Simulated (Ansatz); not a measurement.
# BaO: properties at the relaxed cell

Aim: for BaO, see how the gap depends on the functional.

Program: Ansatz 0.2.0. Level of theory: DFT PBE, scalar-relativistic, plane waves, PAW. These are calculated values, not measurements.

1 further run of the same task is left out (set aside as unsound or not needed).

**1. Starting point**

It takes space group Fm-3m (No. 225, cubic). The conventional cell has a = 5.573 Å, b = 5.573 Å, c = 5.573 Å, α = 90.00°, β = 90.00°, γ = 90.00°. Around Ba (site symmetry m-3m) lie 6 O at 2.79 Å. O (site symmetry m-3m) has 6 Ba at 2.79 Å as nearest neighbours.

As a file:

```cif
data_structure
_symmetry_space_group_name_H-M 'P 1'
_symmetry_Int_Tables_number 1
_cell_length_a 3.9409
_cell_length_b 3.9409
_cell_length_c 3.9409
_cell_angle_alpha 60.000
_cell_angle_beta 60.000
_cell_angle_gamma 60.000
_cell_volume 43.28
loop_
_atom_site_label
_atom_site_type_symbol
_atom_site_fract_x
_atom_site_fract_y
_atom_site_fract_z
_atom_site_occupancy
Ba1 Ba 0.00000 0.00000 0.00000 1
O1 O 0.50000 0.50000 0.50000 1
```

This cell was relaxed beforehand with the same method: volume 21.64 Å³/atom, gap on the mesh 2.10 eV.

**2. The same geometry with HSE06**

Input file input.yaml:

```yaml
crystal:
  lattice:
    - [0.0, 2.7866632411, 2.7866632411]
    - [2.7866632411, 0.0, 2.7866632411]
    - [2.7866632411, 2.7866632411, 0.0]
  atoms:
    - { symbol: Ba, position: [0.0, 0.0, 0.0] }
    - { symbol: O, position: [0.5, 0.5, 0.5] }
basis:
  ecutwfc: 420
kpoints:
  mp_grid: { grid: [6, 6, 6] }
  band_path:
    path:
      - [[0.0, 0.0, 0.0], [0.5, 0.0, 0.5], [0.625, 0.25, 0.625]]
      - [[0.375, 0.375, 0.75], [0.0, 0.0, 0.0], [0.5, 0.5, 0.5], [0.5, 0.25, 0.75], [0.5, 0.0, 0.5]]
    npoints: 4
hamiltonian:
  xc: hse06
scf:
  occupations: { method: gaussian, width: 0.02 }
output:
  forces: true
  stress: true
  eigenvalues: true
  populations: true
  dos: { projected: true, de: 0.02 }
  bader: false
  write_density: true
  write_potential: true
  elf: true
  volumetric_format: npy
```

On the command line:

```bash
ansatz run input.yaml --threads 2 --pin off --max-ram 5120MiB --backend cpu --events-out ev --progress --plain --runs-dir out
```

**3. The same geometry with PBE0**

input.yaml, as its differences from that of step 2:

```diff
@@ -18,3 +18,3 @@
 hamiltonian:
-  xc: hse06
+  xc: pbe0
 scf:
```

(Steps that only read results are left out.)

Q: Predict the outcome of this session. Wanted: gap (for each run or level that gives them).

The runs gave:

```
   quantity                        value
gap (HSE06)  3.37 eV, direct on the path
 gap (PBE0)  4.11 eV, direct on the path
```

In words: The gap runs from 3.37 eV with HSE06 to 4.11 eV with PBE0. Exact exchange in PBE0 widens it by 0.73 eV. At this fixed cell PBE0 gives -1.6 GPa, so it would relax to a smaller volume.
